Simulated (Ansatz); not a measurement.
**I: the crystal squeezed far**

The task here is to estimate one member of a computed series from the others.

Computed with Ansatz 0.2.0 (DFT, PBE, PAW with Ansatz's default frozen-core files, scalar-relativistic, unless a step's input says otherwise).

## Starting point

The structure is cubic, space group Im-3m (No. 229). The conventional cell has a = 4.082 Å, b = 4.082 Å, c = 4.082 Å, α = 90.00°, β = 90.00°, γ = 90.00°. I (site symmetry m-3m) is surrounded by 8 I at 3.53 Å.

As a file:

```cif
data_structure
_symmetry_space_group_name_H-M 'P 1'
_symmetry_Int_Tables_number 1
_cell_length_a 3.5348
_cell_length_b 3.5348
_cell_length_c 3.5348
_cell_angle_alpha 109.471
_cell_angle_beta 109.471
_cell_angle_gamma 109.471
_cell_volume 34.00
loop_
_atom_site_label
_atom_site_type_symbol
_atom_site_fract_x
_atom_site_fract_y
_atom_site_fract_z
_atom_site_occupancy
I1 I 0.00000 0.00000 0.00000 1
```

Whether this phase is the stable one at these pressures isn't tested.

Set-up of the first run:

File input.yaml:

```yaml
crystal:
  lattice:
    - [-2.040827551, 2.040827551, 2.040827551]
    - [2.040827551, -2.040827551, 2.040827551]
    - [2.040827551, 2.040827551, -2.040827551]
  atoms:
    - { symbol: I, position: [0.0, 0.0, 0.0] }
kpoints:
  mp_grid: { grid: [13, 13, 13] }
scf:
  occupations: { method: fermi_dirac, width: 0.1 }
hamiltonian:
  xc: pbe
  pseudopotentials: { kind: paw }
output:
  forces: true
  stress: true
  write_density: true
  write_potential: true
  elf: true
  volumetric_format: npy
relax:
  f_tol: 0.005
  max_steps: 40
  cell: {}
```

Started as:

```bash
> ansatz run input.yaml --threads 1 --pin off --max-ram 2048MiB --backend cpu --events-out ev --progress --plain --runs-dir out
```

Among the steps run: Cell relaxed at zero pressure, PAW; Volume scaled by 1, PAW; Volume scaled by 0.95, PAW; Volume scaled by 0.85, PAW; Volume scaled by 0.75, PAW; Volume scaled by 0.65, PAW; Volume scaled by 0.55, PAW; Volume scaled by 0.45, PAW; Volume scaled by 0.4, PAW; Volume scaled by 0.4, PAW (cutoff 1000 eV).

One of the session's tables, all rows but one given; the rest of the session is left out.

| method | volume over the first | volume (Å³/atom) | pressure (GPa) |
| --- | --- | --- | --- |
| PAW | 1 | 36.149 | 0.00 |
| PAW | 0.95 | 34.342 | 1.31 |
| PAW | 0.85 | 30.727 | 5.65 |
| PAW | 0.75 | ? | ? |
| PAW | 0.65 | 23.497 | 30.07 |
| PAW | 0.55 | 19.882 | 63.27 |
| PAW | 0.45 | 16.267 | 135.09 |
| PAW | 0.4 | 14.460 | 200.49 |
| PAW (cutoff 1000 eV) | 0.4 | 14.460 | 200.46 |

Estimate the missing values for PAW, 0.75.

**Answer.** volume (Å³/atom): 27.112; pressure (GPa): 13.91. In the column «volume (Å³/atom)» it lies between PAW, 0.65 (23.497) and PAW, 0.85 (30.727).
